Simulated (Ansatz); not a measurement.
## Hf in Ansatz: the effect of functional

Hf:

```
CELL_PARAMETERS angstrom
0.00000 2.26354 2.26354
2.26354 0.00000 2.26354
2.26354 2.26354 0.00000
ATOMIC_POSITIONS crystal
Hf 0.00000 0.00000 0.00000
```

This isn't the form of Hf at room conditions, which is hcp.

The cell isn't the ideal one: volume scaled by 1.06.

Alike in all runs:

| Property | Result |
| --- | --- |
| Program | Ansatz 0.2.0 |
| Task | single point |
| Potentials or basis | Ansatz PAW |
| k mesh | 10 × 10 × 10 |
| Occupations | fermi-dirac, width 0.05 eV |
| Spin | no spin polarisation |

```csv
functional,cutoff,pressure (GPa)
LDA,420 eV (not typed: the program's choice for these potentials),-10.9
PBEsol,420 eV (not typed: the program's choice for these potentials),?
r2SCAN,500 eV (not typed: the program's choice for these potentials),-3.1
```

Task: What does the run with functional PBEsol give?

Result: Pressure -7.1 GPa.

Caveats: the PAW data sets come from PBE, with cores solved anew for the run's functional, which leaves a small shift of forces and pressure.
